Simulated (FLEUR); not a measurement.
## CuI (Marshite) under changes of volume

One of the cells (27.859 Å³/atom); the others are scaled copies at fixed shape and fractional positions:

```
I Cu
1.0
     0.00000    3.03150    3.03150
     3.03150    0.00000    3.03150
     3.03150    3.03150    0.00000
I Cu
1 1
Direct
  0.00000 0.00000 0.00000
  0.75000 0.75000 0.75000
```

- Program: FLEUR MaX-R8.1 (later development tree)
- Functional: LDA
- Potentials or basis: all-electron
- Basis: FLAPW
- Kmax: 4.54 1/bohr
- k mesh: 8 × 8 × 8
- Occupations: fermi-dirac, width 0.05 eV
- Spin: no spin polarisation

| volume (Å³/atom) | energy over the lowest point (meV/atom) | gap on the mesh (eV) |
| --- | --- | --- |
| 26.188 | 0.00 | 1.10 |
| 26.745 | 8.69 | 1.05 |
| 27.859 | 34.73 | 0.94 |
| 28.974 | ? | ? |
| 29.531 | 89.88 | 0.80 |

Question: What does the run at 28.974 Å³/atom give?

Answer: Energy over the lowest point 69.67 meV/atom; gap on the mesh 0.84 eV.

Worked out: A Birch-Murnaghan fit of order 2 (a polynomial in V^(-2/3)) to the other rows has no minimum within the range. It gives 69.62 meV/atom at 28.974 Å³/atom, against the run's 69.67. A straight line through the other rows of the gap, of slope -2.51 eV per unit of ln V (its deformation potential), gives 0.85 eV, against the run's 0.84.

Energies are extrapolated to zero smearing.

Caveats: spin-orbit coupling is left out, which moves the levels of the heavy elements.
